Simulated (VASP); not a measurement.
# TiTe (P6_3/mmc) in VASP: further runs

The runs below take TiTe through single point, with PBEsol.

Everything below comes from runs of VASP 6.6.1. Logs are shortened: lines on timing, memory, paths and dates and some standing lists are left out, and cuts for length are marked.

### Step 1. Starting point

The structure is hexagonal, space group P6_3/mmc (No. 194). The conventional cell has a = 3.842 Å, b = 3.842 Å, c = 6.403 Å, α = 90.00°, β = 90.00°, γ = 120.00°. Around Te (site symmetry -6m2) lie 6 Ti at 2.74 Å. Around Ti (site symmetry -3m) lie 6 Te at 2.74 Å.

### Step 2. Single point, PBEsol

Contents of INCAR:

```
PREC = Accurate
ENCUT = 900
EDIFF = 1E-8
ISMEAR = 0
SIGMA = 0.02
LREAL = F
LASPH = T
NELM = 100
ALGO = Normal
ISIF = 2
LWAVE = F
LCHARG = F
GGA = PS
NBANDS = 26
ADDGRID = F
```

Contents of KPOINTS:

```
regular mesh
0
Gamma
  8 8 5
```

Contents of POSCAR:

```
TiTe
1.0
    3.8420000000      0.0000000000      0.0000000000
   -1.9210000000      3.3272696013      0.0000000000
    0.0000000000      0.0000000000      6.4030000000
Te Ti
2 2
Direct
    0.6666666667      0.3333333333      0.7500000000
    0.3333333333      0.6666666667      0.2500000000
    0.0000000000      0.0000000000      0.5000000000
    0.0000000000      0.0000000000      0.0000000000
```

Potentials or basis: VASP PAW PBE potentials, release 64 (Te, Ti_sv).

Run with:

```console
> cat potpaw_PBE.64/Te/POTCAR potpaw_PBE.64/Ti_sv/POTCAR > POTCAR
> mpirun -np 1 vasp_std > vasp.out
```

OUTCAR:

```text
PREC = Accurate
   ENCUT = 900
   EDIFF = 1E-8
   ISMEAR = 0
   LREAL = F
   LASPH = T
   NELM = 100
   ISIF = 2
   GGA = PS

 ion  position               nearest neighbor table
   1  0.667  0.333  0.750-   3 2.74   4 2.74   3 2.74   4 2.74   3 2.74   4 2.74
   2  0.333  0.667  0.250-   3 2.74   4 2.74   3 2.74   4 2.74   3 2.74   4 2.74
   3  0.000  0.000  0.500-   1 2.74   2 2.74   2 2.74   1 2.74   1 2.74   2 2.74
   4  0.000  0.000  0.000-   1 2.74   2 2.74   2 2.74   1 2.74   1 2.74   2 2.74

  LATTYP: Found a hexagonal cell.
 ALAT       =     3.8420000000
 C/A-ratio  =     1.6665799063

  Lattice vectors:

 A1 = (   3.8420000000,   0.0000000000,   0.0000000000)
 A2 = (  -1.9210000000,   3.3272696013,   0.0000000000)
 A3 = (   0.0000000000,   0.0000000000,   6.4030000000)

Analysis of symmetry for initial positions (statically):
=====================================================================
 Subroutine PRICEL returns:
 Original cell was already a primitive cell.

 Routine SETGRP: Setting up the symmetry group for a
 hexagonal supercell.

 Subroutine GETGRP returns: Found 24 space group operations
 (whereof 12 operations were pure point group operations)
 out of a pool of 24 trial point group operations.

The static configuration has the point symmetry D_3d.
 The point group associated with its full space group is D_6h.

Analysis of symmetry for dynamics (positions and initial velocities):
=====================================================================
 Subroutine PRICEL returns:
 Original cell was already a primitive cell.

 Routine SETGRP: Setting up the symmetry group for a
 hexagonal supercell.

 Subroutine GETGRP returns: Found 24 space group operations
 (whereof 12 operations were pure point group operations)
 out of a pool of 24 trial point group operations.

The dynamic configuration has the point symmetry D_3d.
 The point group associated with its full space group is D_6h.

 Subroutine INISYM returns: Found 24 space group operations
 (whereof 12 operations are pure point group operations),
 and found     1 'primitive' translations

----------------------------------------------------------------------------------------

                                     Primitive cell

  volume of cell :      81.8519

[... 91 lines left out ...]
   NELM   =    100;   NELMIN=  2; NELMDL= -5     # of ELM steps
   EDIFF  = 0.1E-07   stopping-criterion for ELM
   LREAL  =      F    real-space projection
   EDIFFG = 0.1E-06   stopping-criterion for IOM
   NSW    =      0    number of steps for IOM
   IBRION =     -1    ionic relax: 0-MD 1-quasi-New 2-CG
   NFREE  =      0    steps in history (QN), initial steepest desc. (CG)
   ISIF   =      2    stress and relaxation
   ISYM   =      2    0-nonsym 1-usesym 2-fastsym
   POTIM  = 0.5000    time-step for ionic-motion
   TEBEG  =    0.0;   TEEND  =   0.0 temperature during run
   PSTRESS=    0.0 pullay stress
   NELECT =      36.0000    total number of electrons
   NUPDOWN=      -1.0000    fix difference up-down
   EMIN   =  10.00;   EMAX   =-10.00  energy-range for DOS
   EFERMI =   0.00;   METHOD = LEGACY
   ISMEAR =     0;   SIGMA  =   0.02  broadening in eV -4-tet -1-fermi 0-gaus
   EFERMI_NEDOS =   21; number of points for ismear=-14 and -15
   IALGO  =     38    algorithm
   IMIX   =      4    mixing-type and parameters
     AMIX     =   0.40;   BMIX     =  1.00
     AMIX_MAG =   1.60;   BMIX_MAG =  1.00
  volume/ion in A,a.u.               =      20.46       138.09
  Fermi-wavevector in a.u.,A,eV,Ry     =   1.244991  2.352691 21.089049  1.550001
  Thomas-Fermi vector in A             =   2.379233
   LORBIT       =      0    0 simple, 1 ext, 2 COOP (PROOUT), +10 PAW based schemes
   GGA     = PS    functional components
   LHFCALC =     F    Hartree Fock is set to
   AEXX    =    0.0000 exact exchange contribution
   IVDW    =     0    specifies the selected vdW correction
   LEPSILON=     F    determine dielectric tensor
   LRPA    =     F    only Hartree local field effects (RPA)
 non-spin polarized calculation
 Gauss-broadening in eV      SIGMA  =   0.02
  energy-cutoff  :      900.00
  volume of cell :       81.85
 maximum number of plane-waves:      5065
 NGX is ok and might be reduce to    40
   NGX = 19   NGY = 19   NGZ = 31

 number of electron      35.9999999 magnetization

 Free energy of the ion-electron system (eV)
  ---------------------------------------------------
  ext. energy  EPLUGINS =         0.00000000
  ---------------------------------------------------
  free energy    TOTEN  =       -26.19231395 eV

  energy without entropy =      -26.19195330  energy(sigma->0) =      -26.19213363

 E-fermi :  10.1045     XC(G=0): -11.1616

 val. band max:       10.0862352112   @ k =   0.2500   0.0000   0.2000
 cond. band min:      10.1293018015   @ k =   0.3750   0.1250   0.0000
 fundamental gap:      0.0430665903
 Fermi energy:        10.1045398743

 k-point     1 :       0.0000    0.0000    0.0000
  band No.  band energies     occupation
      1     -46.9872      2.00000
      2     -46.9727      2.00000
      3     -23.4384      2.00000
      4     -23.4384      2.00000
      5     -23.4202      2.00000
      6     -23.4202      2.00000
[... 685 lines left out ...]
     25      12.5735      0.00000
     26      12.8368      0.00000

 [... further k-points ...]

------------------------ aborting loop because EDIFF is reached ----------------------------------------

  FORCE on cell =-STRESS in cart. coord.  units (eV):
  Direction    XX          YY          ZZ          XY          YZ          ZX
  --------------------------------------------------------------------------------------
  -------------------------------------------------------------------------------------
  Total        0.8273046      0.8273046      3.8006532      0.0000000      0.0000000      0.0000000
  in kB       16.1937396     16.1937396     74.3943523      0.0000000      0.0000000      0.0000000
  external PRESSURE =      35.5939438 kB  Pullay stress =       0.0000000 kB

 VOLUME and BASIS-vectors are now :
 -----------------------------------------------------------------------------
  energy-cutoff  :      900.00
  volume of cell :       81.85
      direct lattice vectors                 reciprocal lattice vectors
     3.842000000  0.000000000  0.000000000     0.260281104  0.150273365  0.000000000
    -1.921000000  3.327269601  0.000000000     0.000000000  0.300546730  0.000000000
     0.000000000  0.000000000  6.403000000     0.000000000  0.000000000  0.156176792

 POSITION                                       TOTAL-FORCE (eV/Angst)
 -----------------------------------------------------------------------------------
      1.92100      1.10909      4.80225        -0.000000      0.000000      0.000000
     -0.00000      2.21818      1.60075         0.000000     -0.000000      0.000000
      0.00000      0.00000      3.20150         0.000000      0.000000      0.000000
      0.00000      0.00000      0.00000        -0.000000      0.000000      0.000000
 -----------------------------------------------------------------------------------
    total drift:                                0.000000     -0.000000      0.000000

  FREE ENERGIE OF THE ION-ELECTRON SYSTEM (eV)
  ---------------------------------------------------
  free  energy   TOTEN  =       -26.1923139542 eV

  energy  without entropy=      -26.1919533002  energy(sigma->0) =      -26.19213363
```

stdout:

```text
POSCAR found type information on POSCAR TeTi
 POSCAR found :  2 types and       4 ions
 scaLAPACK will be used
 -----------------------------------------------------------------------------
|                                                                             |
|                                                                             |
|     You enforced a specific xc type in the INCAR file but a different       |
|     I HOPE YOU KNOW WHAT YOU ARE DOING!                                     |
|                                                                             |
 -----------------------------------------------------------------------------

 LDA part: xc-table for (Slater+PW92), standard interpolation
 POSCAR, INCAR and KPOINTS ok, starting setup
 FFT: planning ... GRIDC
 FFT: planning ... GRID_SOFT
 FFT: planning ... GRID
 WAVECAR not read
 entering main loop
```

Run time: 77 s. Hardware: 1 thread of Intel Xeon 6975P-C (Granite Rapids), shared host; peak memory 0.39 GiB.

What came out:

```yaml
Free_energy: -26.1923 eV
Pressure: 3.6 GPa
Band_gap_on_the_k_mesh: none (metal or under the smearing width)
```

Stress tensor (GPa, compression positive):
```
1.62 0.00 0.00
0.00 1.62 0.00
0.00 0.00 7.44
```

Levels at points of the mesh, in eV from the Fermi level:
```
           k point  band 14  band 15  band 16  band 17  band 18  band 19  band 20  band 21  band 22  band 23
(0.00, 0.00, 0.00)    -1.70    -1.07    -0.86    -0.86    -0.59    -0.59    -0.45    -0.45     0.93     0.93
(0.50, 0.00, 0.00)    -4.53    -3.83    -3.04    -1.94    -0.10     0.53     0.67     0.80     1.12     1.38
```

Caveat: the PAW data sets were made with another functional, which shifts forces and pressure a little.

### Step 3. Single point, PBEsol

INCAR: that of step 2 with these lines changed.

```diff
@@ -1,6 +1,6 @@
 PREC = Accurate
-ENCUT = 900
-EDIFF = 1E-8
+ENCUT = 300
+EDIFF = 1E-6
 ISMEAR = 0
-SIGMA = 0.02
+SIGMA = 0.05
 LREAL = F
```

Contents of KPOINTS:

```
regular mesh
0
Gamma
  3 3 2
```

POSCAR is that of step 2.

Potentials or basis: VASP PAW PBE potentials, release 64 (Te, Ti_sv).

Run with:

```console
> cat potpaw_PBE.64/Te/POTCAR potpaw_PBE.64/Ti_sv/POTCAR > POTCAR
> mpirun -np 1 vasp_std > vasp.out
```

It took 4.6 s on 1 thread of Intel Xeon 6975P-C (Granite Rapids), shared host; peak memory 0.14 GiB.

The run converged, but some of its settings lie outside the range that counts as converged, so its numbers aren't taken as properties of the crystal.

Results:

```
Free energy            : -26.1217 eV
Band gap on the k mesh : none (metal or under the smearing width)
```

Caveat: the k mesh is coarse (spacing up to 0.63 Å⁻¹), so the values aren't converged; the cutoff is under 1.25 times the usual one of these potentials, so pressure, stress and relaxed cells hold a basis-set (Pulay) error; the PAW data sets were made with another functional, which shifts forces and pressure a little.

### Step 4. Single point, PBEsol

INCAR: that of step 3 with these lines changed.

```diff
@@ -1,3 +1,3 @@
 PREC = Accurate
-ENCUT = 300
+ENCUT = 350
 EDIFF = 1E-6
```

KPOINTS is that of step 3.

POSCAR is that of step 3.

Run with:

```console
> cat potpaw_PBE.64/Te/POTCAR potpaw_PBE.64/Ti_sv/POTCAR > POTCAR
> mpirun -np 1 vasp_std > vasp.out
```

Run time: 5 s. Hardware: 1 thread of Intel Xeon 6975P-C (Granite Rapids), shared host; peak memory 0.15 GiB.

These settings aren't checked as converged: the numbers below hold their error.

What came out:

```yaml
Free_energy: -26.1176 eV
Pressure: 3.8 GPa
Band_gap_on_the_k_mesh: none (metal or under the smearing width)
```

Caveat: the k mesh is coarse (spacing up to 0.63 Å⁻¹), so the values aren't converged; the PAW data sets were made with another functional, which shifts forces and pressure a little.

### Step 5. For comparison

An earlier run on the cell as given: functional PBEsol; potentials or basis VASP PAW PBE potentials, release 64 (Te, Ti_sv); cutoff 520 eV; k mesh 8 × 8 × 4; occupations fermi-dirac, width 0.05 eV; no spin polarisation.

- Pressure: 3.5 GPa
- Band gap on the k mesh: none (metal or under the smearing width)
